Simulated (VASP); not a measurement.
# Vibrations of SnSe at several levels of theory, part 3 of 3

How much do the zone-centre frequencies of SnSe depend on the functional? The starting structure is a cell with measured lattice constants from the literature and the atomic positions of a computed structure of the Materials Project.

VASP 6.6.1.

Results so far: LDA B2g (2) 181.6 cm⁻¹; LDA at the measured cell B2g (2) 181.2 cm⁻¹.

## 4. Modes with PBEsol

Level of this step: PBEsol; plane waves and PAW (Sn_d, Se) (VASP).

PBEsol restores the gradient expansion of exchange and is tuned for the cells of solids. The cell comes from a relaxation at this level, not shown (207.96 Å³).

The input, INCAR:

```
SYSTEM = SnSe
PREC = Accurate
ENCUT = 450
EDIFF = 1E-08
NELM = 100
ISMEAR = 0
SIGMA = 0.03
LREAL = .FALSE.
ALGO = Normal
GGA = PS
NBANDS = 49
LORBIT = 11
LWAVE = .FALSE.
LCHARG = .FALSE.
KPAR = 8
IBRION = 6
NFREE = 2
POTIM = 0.015
NSW = 1
ISIF = 2
```

The input, POSCAR:

```
SnSe
1.0
   11.4877746456      0.0000000000      0.0000000000
    0.0000000000      4.1594646556      0.0000000000
    0.0000000000      0.0000000000      4.3522224803
Sn Se
4 4
Direct
    0.1188647262      0.7500000000      0.0918018172
    0.3811352738      0.2500000000      0.5918018172
    0.8811352738      0.2500000000      0.9081981828
    0.6188647262      0.7500000000      0.4081981828
    0.8570800218      0.7500000000      0.4784716717
    0.3570800218      0.7500000000      0.0215283283
    0.6429199782      0.2500000000      0.9784716717
    0.1429199782      0.2500000000      0.5215283283
```

The input, KPOINTS:

```
Automatic mesh
0
Gamma
2 6 6
0 0 0
```

The projector-augmented-wave data sets are Sn_d and Se (PBE family, release 64).

The run is started by

```console
$ mpirun -np 8 vasp_std
```

What it wrote:

```text
[banner, memory and clock lines left out]
running    8 mpi-ranks, on    1 nodes
[...]
[... a notice as in an earlier step ...]

|                                                                             |
|               ----> ADVICE to this user running VASP <----                  |
|                                                                             |
|     You enforced a specific xc type in the INCAR file but a different       |
|     [... a line on the potential file left out ...]
|     I HOPE YOU KNOW WHAT YOU ARE DOING!                                     |
|                                                                             |

 LDA part: xc-table for (Slater+PW92), standard interpolation
 POSCAR, INCAR and KPOINTS ok, starting setup
[...]
entering main loop
       N       E                     dE             d eps       ncg     rms          rms(c)
DAV:   1     0.831329423253E+03    0.83133E+03   -0.34209E+04  3386   0.195E+03
DAV:   2     0.105058663423E+03   -0.72627E+03   -0.70397E+03  3160   0.570E+02
[...]
DAV:   4    -0.362829204125E+02   -0.86408E+01   -0.85005E+01  3720   0.515E+01
[...]
DAV:  14    -0.358902249946E+02   -0.90695E-08   -0.21706E-07  3905   0.255E-03    0.887E-04
DAV:  15    -0.358902249223E+02    0.72265E-07   -0.23967E-08  2742   0.933E-04    0.291E-04
DAV:  16    -0.358902249133E+02    0.90258E-08   -0.17141E-08  2428   0.600E-04
   1 F= -.35890225E+02 E0= -.35890225E+02  d E =-.657178E-13
[... from here on, the cycles between the ionic steps are left out ...]
   2 F= -.35889674E+02 E0= -.35889674E+02  d E =-.243339E-12
   3 F= -.35889730E+02 E0= -.35889730E+02  d E =-.903936E-13
   4 F= -.35890022E+02 E0= -.35890022E+02  d E =-.652325E-13
   5 F= -.35890022E+02 E0= -.35890022E+02  d E =-.684882E-13
   6 F= -.35889926E+02 E0= -.35889926E+02  d E =-.668682E-13
   7 F= -.35889949E+02 E0= -.35889949E+02  d E =-.808577E-13
   8 F= -.35889713E+02 E0= -.35889713E+02  d E =-.767746E-11
   9 F= -.35889692E+02 E0= -.35889692E+02  d E =-.105416E-16
  10 F= -.35889912E+02 E0= -.35889912E+02  d E =-.679185E-13
  11 F= -.35889912E+02 E0= -.35889912E+02  d E =-.684888E-13
  12 F= -.35889841E+02 E0= -.35889841E+02  d E =-.489720E-13
  13 F= -.35889814E+02 E0= -.35889814E+02  d E =-.104405E-12
 Finite differences progress:
  Degree of freedom:   6/  6
  Displacement:        2/  2
  Total:              12/ 12
```

The job ended after 5.6 min (8 MPI ranks of Intel Xeon 6975P-C (Granite Rapids), shared host; peak memory 4.9 GiB).

OUTCAR, selected parts (step 4):

```text
  Total        0.0293405     -0.0374536     -0.0638450      0.0000000      0.0000000      0.0096990
  in kB        0.2260443     -0.2885490     -0.4918732      0.0000000      0.0000000      0.0747226
  external PRESSURE =      -0.1847926 kB  Pullay stress =       0.0000000 kB

 POSITION                                       TOTAL-FORCE (eV/Angst)
 -----------------------------------------------------------------------------------
      1.36549      3.11960      0.39954         0.002082      0.000000     -0.000965
      4.37840      1.03987      2.57565         0.002998      0.000000     -0.000448
     10.12228      1.03987      3.95268        -0.005373      0.000000     -0.032074
      7.10938      3.11960      1.77657         0.000920      0.000000      0.001892
      9.84594      3.11960      2.06742         0.003751      0.000000      0.052941
      4.10205      3.11960      0.09370         0.000456      0.000000     -0.002501
      7.38572      1.03987      4.25853        -0.002562      0.000000     -0.013891
      1.64183      1.03987      2.26981        -0.002272      0.000000     -0.004955
 -----------------------------------------------------------------------------------
    total drift:                               -0.000032      0.000000     -0.000046

  FREE ENERGIE OF THE ION-ELECTRON SYSTEM (eV)
  ---------------------------------------------------
  free  energy   TOTEN  =       -35.8898136622 eV

  energy  without entropy=      -35.8898136622  energy(sigma->0) =      -35.88981366

[... 1 part as in an earlier step ...]

[... 2 further parts left out ...]
[key lines of the parts left out:]
E-fermi :   5.7925
```

With PBEsol the compared modes are at the top B2g (2) 180.4, Ag (3) 149.5 cm⁻¹, at the bottom B3g (1) 32.1, Ag (1) 30.8 cm⁻¹, with 14 more of the listed ones between; the largest shift among the levels compared is -4.4 cm⁻¹, in B1g (2), from LDA.

## 5. Modes with PBE

PBE, the usual starting point, adds the gradient of the density. The cell comes from a relaxation at this level, not shown (227.53 Å³).

INCAR: that of step 4 with these lines changed.

```diff
@@ -9,3 +9,3 @@
 ALGO = Normal
-GGA = PS
+GGA = PE
 NBANDS = 49
```

The input, POSCAR:

```
SnSe
1.0
   11.8716042169      0.0000000000      0.0000000000
    0.0000000000      4.2141880014      0.0000000000
    0.0000000000      0.0000000000      4.5478858539
Sn Se
4 4
Direct
    0.1226161114      0.7500000000      0.1124723606
    0.3773838886      0.2500000000      0.6124723606
    0.8773838886      0.2500000000      0.8875276394
    0.6226161114      0.7500000000      0.3875276394
    0.8544173730      0.7500000000      0.4772659968
    0.3544173730      0.7500000000      0.0227340032
    0.6455826270      0.2500000000      0.9772659968
    0.1455826270      0.2500000000      0.5227340032
```

KPOINTS is that of step 4.

The run is started by

```console
$ mpirun -np 8 vasp_std
```

What it wrote:

```text
[banner, memory and clock lines left out]
running    8 mpi-ranks, on    1 nodes
[...]
[... a notice as in an earlier step ...]

 LDA part: xc-table for (Slater+PW92), standard interpolation
 POSCAR, INCAR and KPOINTS ok, starting setup
[...]
entering main loop
       N       E                     dE             d eps       ncg     rms          rms(c)
DAV:   1     0.822292564641E+03    0.82229E+03   -0.34059E+04  3265   0.188E+03
DAV:   2     0.107190628837E+03   -0.71510E+03   -0.69433E+03  3144   0.543E+02
DAV:   3    -0.245217933412E+02   -0.13171E+03   -0.12538E+03  3811   0.194E+02
DAV:   4    -0.333987866499E+02   -0.88770E+01   -0.87457E+01  3658   0.511E+01
[...]
DAV:  16    -0.328637921779E+02   -0.21095E-07   -0.81141E-09  2263   0.464E-04    0.296E-04
DAV:  17    -0.328637921919E+02   -0.14097E-07   -0.30126E-09  1991   0.343E-04    0.685E-05
DAV:  18    -0.328637921985E+02   -0.65138E-08   -0.13269E-09  1897   0.201E-04
   1 F= -.32863792E+02 E0= -.32863792E+02  d E =-.260727E-15
[... from here on, the cycles between the ionic steps are left out ...]
   2 F= -.32863321E+02 E0= -.32863321E+02  d E =-.385745E-14
   3 F= -.32863285E+02 E0= -.32863285E+02  d E =-.100865E-15
   4 F= -.32863574E+02 E0= -.32863574E+02  d E =-.497553E-15
   5 F= -.32863574E+02 E0= -.32863574E+02  d E =-.134031E-15
   6 F= -.32863439E+02 E0= -.32863439E+02  d E =-.134520E-15
   7 F= -.32863452E+02 E0= -.32863452E+02  d E =-.707126E-15
   8 F= -.32863314E+02 E0= -.32863314E+02  d E =-.169119E-14
   9 F= -.32863267E+02 E0= -.32863267E+02  d E =-.174922E-15
  10 F= -.32863484E+02 E0= -.32863484E+02  d E =-.378874E-15
  11 F= -.32863484E+02 E0= -.32863484E+02  d E =-.185795E-15
  12 F= -.32863401E+02 E0= -.32863401E+02  d E =-.295009E-15
  13 F= -.32863371E+02 E0= -.32863371E+02  d E =-.326082E-15
 Finite differences progress:
  Degree of freedom:   6/  6
  Displacement:        2/  2
  Total:              12/ 12
```

It took 6.3 min on 8 MPI ranks; peak memory 5.2 GiB; 49 min of CPU time.

Parts of OUTCAR (step 5):

```text
  Total        0.0118267     -0.0391835     -0.0872410      0.0000000      0.0000000      0.0148738
  in kB        0.0832801     -0.2759188     -0.6143251      0.0000000      0.0000000      0.1047369
  external PRESSURE =      -0.2689879 kB  Pullay stress =       0.0000000 kB

 POSITION                                       TOTAL-FORCE (eV/Angst)
 -----------------------------------------------------------------------------------
      1.45565      3.16064      0.51151         0.004301      0.000000     -0.000182
      4.48015      1.05355      2.78545        -0.000076      0.000000     -0.000510
     10.41595      1.05355      4.03637        -0.009788      0.000000     -0.036475
      7.39145      3.16064      1.76243         0.004543      0.000000      0.000419
     10.14330      3.16064      2.15555         0.006548      0.000000      0.054244
      4.20750      3.16064      0.10339         0.000633      0.000000     -0.001614
      7.66410      1.05355      4.44449        -0.002982      0.000000     -0.012122
      1.72830      1.05355      2.37733        -0.003179      0.000000     -0.003759
 -----------------------------------------------------------------------------------
    total drift:                                0.000011      0.000000      0.000087

  FREE ENERGIE OF THE ION-ELECTRON SYSTEM (eV)
  ---------------------------------------------------
  free  energy   TOTEN  =       -32.8633705533 eV

  energy  without entropy=      -32.8633705533  energy(sigma->0) =      -32.86337055

[... 1 part as in an earlier step ...]

[... 2 further parts left out ...]
[key lines of the parts left out:]
E-fermi :   4.9065
```

With PBE the compared modes are at the top B2g (2) 180.0, B1u (3) 143.1 cm⁻¹, at the bottom Ag (1) 27.3, B3g (1) 25.7 cm⁻¹, with 14 more of the listed ones between; the largest shift among the levels compared is -12.5 cm⁻¹, in Ag (3), from LDA.

## 6. Modes with PBEsol + D3(BJ)

D3 with Becke-Johnson damping keeps a finite attraction at short range. The cell comes from a relaxation at this level, not shown (196.17 Å³).

INCAR: that of step 5 with these lines changed.

```diff
@@ -9,3 +9,4 @@
 ALGO = Normal
-GGA = PE
+GGA = PS
+IVDW = 12
 NBANDS = 49
```

The input, POSCAR:

```
SnSe
1.0
   11.2680424109      0.0000000000      0.0000000000
    0.0000000000      4.1182797242      0.0000000000
    0.0000000000      0.0000000000      4.2273001647
Sn Se
4 4
Direct
    0.1171091385      0.7500000000      0.0679401639
    0.3828908615      0.2500000000      0.5679401639
    0.8828908615      0.2500000000      0.9320598361
    0.6171091385      0.7500000000      0.4320598361
    0.8588509282      0.7500000000      0.4826906394
    0.3588509282      0.7500000000      0.0173093606
    0.6411490718      0.2500000000      0.9826906394
    0.1411490718      0.2500000000      0.5173093606
```

KPOINTS is that of step 5.

The run is started by

```console
$ mpirun -np 8 vasp_std
```

What it wrote:

```text
[banner, memory and clock lines left out]
running    8 mpi-ranks, on    1 nodes
[...]
[... a notice as in an earlier step ...]

 [... a notice as in an earlier step ...]

 LDA part: xc-table for (Slater+PW92), standard interpolation
 POSCAR, INCAR and KPOINTS ok, starting setup
[...]
entering main loop
       N       E                     dE             d eps       ncg     rms          rms(c)
DAV:   1     0.837684397737E+03    0.83768E+03   -0.34113E+04  3405   0.199E+03
DAV:   2     0.106375517799E+03   -0.73131E+03   -0.70917E+03  3144   0.581E+02
DAV:   3    -0.273471451585E+02   -0.13372E+03   -0.12729E+03  3701   0.199E+02
DAV:   4    -0.361505599617E+02   -0.88034E+01   -0.86384E+01  3724   0.519E+01
[...]
DAV:  14    -0.358044887259E+02    0.80781E-08   -0.21431E-07  3890   0.256E-03    0.916E-04
DAV:  15    -0.358044886632E+02    0.62688E-07   -0.23609E-08  2786   0.978E-04    0.337E-04
DAV:  16    -0.358044886580E+02    0.52096E-08   -0.22220E-08  2611   0.681E-04
   1 F= -.38738913E+02 E0= -.38738913E+02  d E =-.164477E-08
[... from here on, the cycles between the ionic steps are left out ...]
   2 F= -.38738322E+02 E0= -.38738322E+02  d E =-.859989E-09
   3 F= -.38738327E+02 E0= -.38738327E+02  d E =-.306076E-08
   4 F= -.38738718E+02 E0= -.38738718E+02  d E =-.162786E-08
   5 F= -.38738718E+02 E0= -.38738718E+02  d E =-.162793E-08
   6 F= -.38738673E+02 E0= -.38738673E+02  d E =-.107342E-08
   7 F= -.38738695E+02 E0= -.38738695E+02  d E =-.245834E-08
   8 F= -.38738352E+02 E0= -.38738352E+02  d E =-.114409E-08
   9 F= -.38738354E+02 E0= -.38738354E+02  d E =-.219835E-08
  10 F= -.38738603E+02 E0= -.38738603E+02  d E =-.159815E-08
  11 F= -.38738603E+02 E0= -.38738603E+02  d E =-.159798E-08
  12 F= -.38738515E+02 E0= -.38738515E+02  d E =-.116613E-08
  13 F= -.38738536E+02 E0= -.38738536E+02  d E =-.225731E-08
 Finite differences progress:
  Degree of freedom:   6/  6
  Displacement:        2/  2
  Total:              12/ 12
```

Elapsed: 5.2 min, on 8 MPI ranks; peak memory 4.8 GiB.

From OUTCAR (step 6):

```text
 Edisp (eV)   -2.93443

 Edisp (eV)   -2.93442

  Total       0.01376    -0.03581    -0.06531     0.00000     0.00000     0.00531
  in kB       0.11235    -0.29249    -0.53338     0.00000     0.00000     0.04338
  external pressure =       -0.24 kB  Pullay stress =        0.00 kB

 POSITION                                       TOTAL-FORCE (eV/Angst)
 -----------------------------------------------------------------------------------
      1.31959      3.08871      0.28720         0.003854      0.000000     -0.002295
      4.31443      1.02957      2.40085         0.001061      0.000000     -0.000598
      9.94845      1.02957      3.94010        -0.005258      0.000000     -0.027487
      6.95361      3.08871      1.82645         0.001750      0.000000      0.004127
      9.67757      3.08871      2.02548         0.001290      0.000000      0.050042
      4.04355      3.08871      0.07317        -0.000025      0.000000     -0.001686
      7.22449      1.02957      4.15413        -0.001564      0.000000     -0.017941
      1.59047      1.02957      2.18682        -0.001108      0.000000     -0.004161
 -----------------------------------------------------------------------------------
    total drift:                                0.000017      0.000000     -0.000092

  FREE ENERGIE OF THE ION-ELECTRON SYSTEM (eV)
  ---------------------------------------------------
  free  energy   TOTEN  =       -38.7385359707 eV

  energy  without entropy=      -38.7385359684  energy(sigma->0) =      -38.73853597

[... 1 part as in an earlier step ...]

[... 2 further parts left out ...]
[key lines of the parts left out:]
E-fermi :   6.4706
```

With PBEsol + D3(BJ) the compared modes are at the top B2g (2) 183.1, Ag (3) 162.4 cm⁻¹, at the bottom B3g (1) 38.1, Ag (1) 29.8 cm⁻¹, with 14 more of the listed ones between; the largest shift among the levels compared is -15.6 cm⁻¹, in B2u, from LDA.

## 7. Modes with r2SCAN (not reached)

r2SCAN adds the kinetic-energy density, costs more than a GGA and is run with LASPH. This run starts from the cell of an earlier relaxation, which isn't shown; the restart sets up the plane waves anew. The run named in the heading was never made; what follows is the relaxation that should come before it.

The input, INCAR:

```
SYSTEM = SnSe
PREC = Accurate
ENCUT = 450
EDIFF = 1E-07
NELM = 100
ISMEAR = 0
SIGMA = 0.03
LREAL = .FALSE.
ALGO = Normal
METAGGA = R2SCAN
LASPH = .TRUE.
NBANDS = 49
LORBIT = 11
LWAVE = .FALSE.
LCHARG = .FALSE.
KPAR = 8
IBRION = 2
NSW = 50
ISIF = 3
EDIFFG = -0.002
```

The input, POSCAR:

```
SnSe
1.0
   11.7377694734      0.0000000000      0.0000000000
    0.0000000000      4.1315253274      0.0000000000
    0.0000000000      0.0000000000      4.6804524446
Sn Se
4 4
Direct
    0.1208586576      0.7500000000      0.1211599362
    0.3791413424      0.2500000000      0.6211599362
    0.8791413424      0.2500000000      0.8788400638
    0.6208586576      0.7500000000      0.3788400638
    0.8516121743      0.7500000000      0.4896789796
    0.3516121743      0.7500000000      0.0103210204
    0.6483878257      0.2500000000      0.9896789796
    0.1483878257      0.2500000000      0.5103210204
```

KPOINTS is that of step 6.

The run is started by

```console
$ mpirun -np 8 vasp_std
```

What it wrote:

```text
[banner, memory and clock lines left out]
running    8 mpi-ranks, on    1 nodes
[...]
[... a notice as in an earlier step ...]

 [... a notice as in an earlier step ...]

 LDA part: xc-table for (None), standard interpolation
 POSCAR, INCAR and KPOINTS ok, starting setup
[...]
entering main loop
       N       E                     dE             d eps       ncg     rms          rms(c)
DAV:   1     0.705900832474E+03    0.70590E+03   -0.34926E+04  3353   0.193E+03
DAV:   2    -0.298088573624E+02   -0.73571E+03   -0.71343E+03  3144   0.569E+02
DAV:   3    -0.164274833500E+03   -0.13447E+03   -0.12794E+03  3795   0.200E+02
DAV:   4    -0.173005122456E+03   -0.87303E+01   -0.86284E+01  3670   0.529E+01
[...]
DAV:  14    -0.159824955240E+03    0.52271E-06   -0.12969E-06  3333   0.732E-03    0.144E-03
DAV:  15    -0.159824954712E+03    0.52791E-06   -0.12045E-07  2122   0.260E-03    0.404E-04
DAV:  16    -0.159824954691E+03    0.21058E-07   -0.35356E-08  1964   0.155E-03
   1 F= -.15982495E+03 E0= -.15982495E+03  d E =-.159825E+03
[...]
N       E                     dE             d eps       ncg     rms          rms(c)
DAV:   1    -0.159824944508E+03    0.10203E-04   -0.42271E-04  4033   0.174E-01    0.220E-02
DAV:   2    -0.159824935505E+03    0.90031E-05   -0.31633E-05  4003   0.574E-02    0.104E-02
DAV:   3    -0.159824932089E+03    0.34165E-05   -0.98484E-06  4010   0.293E-02    0.265E-03
DAV:   4    -0.159824931165E+03    0.92395E-06   -0.10254E-06  3396   0.722E-03    0.125E-03
DAV:   5    -0.159824930823E+03    0.34207E-06   -0.49000E-08  1788   0.195E-03    0.488E-04
DAV:   6    -0.159824930803E+03    0.19947E-07   -0.32477E-08  1738   0.146E-03
   2 F= -.15982493E+03 E0= -.15982493E+03  d E =0.238879E-04
 trial-energy change:    0.000024  1 .order   -0.000002   -0.000003   -0.000001
 step:   1.6477(harm=  1.6477)  dis= 0.00010  next Energy=  -159.824957 (dE=-0.220E-05)
 reached required accuracy - stopping structural energy minimisation
```

It took 2.5 min on 8 MPI ranks; peak memory 3.6 GiB.

The relaxation reached its criterion just as the job's time was up; it counts as cut off here, and no run followed it.

## 8. The runs compared

```csv
run,ended,B2g (2),Ag (3),B1u (3),B2g (1),B3u (1),Au (1),B3g (1),Ag (1),core minutes
LDA,converged,181.6,152.3,149.8,142.7,51.5,45.0,34.1,31.3,40.8
LDA at the measured cell,converged,181.2,143.9,145.7,144.3,54.3,47.1,29.7,30.0,44.9
PBEsol,converged,180.4,149.5,148.2,138.9,51.5,44.1,32.1,30.8,44.8
PBE,converged,180.0,139.8,143.1,140.8,56.2,48.5,25.7,27.3,50.5
PBEsol + D3(BJ),converged,183.1,162.4,154.5,137.4,47.1,39.8,38.1,29.8,41.9
r2SCAN,cut off by time,-,-,-,-,-,-,-,-,20.3
```

Modes are in cm⁻¹, degenerate ones as one, matched between runs by symmetry and order. A number in brackets counts the listed modes of one symmetry from the lowest. The symmetry labels come from an automatic analysis and can be wrong where levels nearly coincide. Levels within 1 cm⁻¹ of another in the first run are left out, since their labels are uncertain. Between the highest four and the lowest four, 10 more are left out. Core minutes are wall time times ranks of the run shown, on a shared host.

## 9. Results

| Property | Result |
| --- | --- |
| B2g (2), LDA | 181.6 cm⁻¹ |
| Ag (1), LDA | 31.3 cm⁻¹ |
| B2g (2), LDA at the measured cell | 181.2 cm⁻¹ |
| Ag (1), LDA at the measured cell | 30.0 cm⁻¹ |
| B2g (2), PBEsol | 180.4 cm⁻¹ |
| Ag (1), PBEsol | 30.8 cm⁻¹ |
| B2g (2), PBE | 180.0 cm⁻¹ |
| Ag (1), PBE | 27.3 cm⁻¹ |
| B2g (2), PBEsol + D3(BJ) | 183.1 cm⁻¹ |
| Ag (1), PBEsol + D3(BJ) | 29.8 cm⁻¹ |

In words: Among the runs matched mode by mode, on the cells relaxed at each level, the B2g (2) mode of SnSe, the highest of the listed ones in the run with LDA, lies between 180 cm⁻¹ (PBE) and 183 cm⁻¹ (PBEsol + D3(BJ)). Among the runs matched mode by mode, on the cells relaxed at each level, the Ag (1) mode of SnSe, the lowest of the listed ones in the run with LDA, lies between 27.3 cm⁻¹ (PBE) and 31.3 cm⁻¹ (LDA). Taking the measured cell, +5.1 % in volume, instead of the one relaxed with LDA moves B2u by +9.3 cm⁻¹. The edges differ by a +1.2 %, b +0.8 % and c +3.1 %. The bonds form layers, and most of these levels lack the dispersion that acts between them, which bears on the cells and on modes in which layers move against each other. The mesh isn't converged: on a 4×8×6 mesh, in a run told elsewhere, B1u (1) with LDA is 75.3 cm⁻¹ in place of 72.3. The frequencies are harmonic, and the splitting of polar modes by their long-range field is left out. No result to use came from r2SCAN. Further runs on this material are not shown.

[Lines on the potential files, build, host, timing and source positions are cut from VASP's logs without a mark.]

[Logs are printed without paths, hosts, clocks, repeated set-up lines and the standing remarks that a program may print on its own settings, such as how far it seeks lower states.]

[Hosts, paths, dates, database ids (printed as entryN), source tags and the programs' standing remarks are cut or masked in the printed files.]
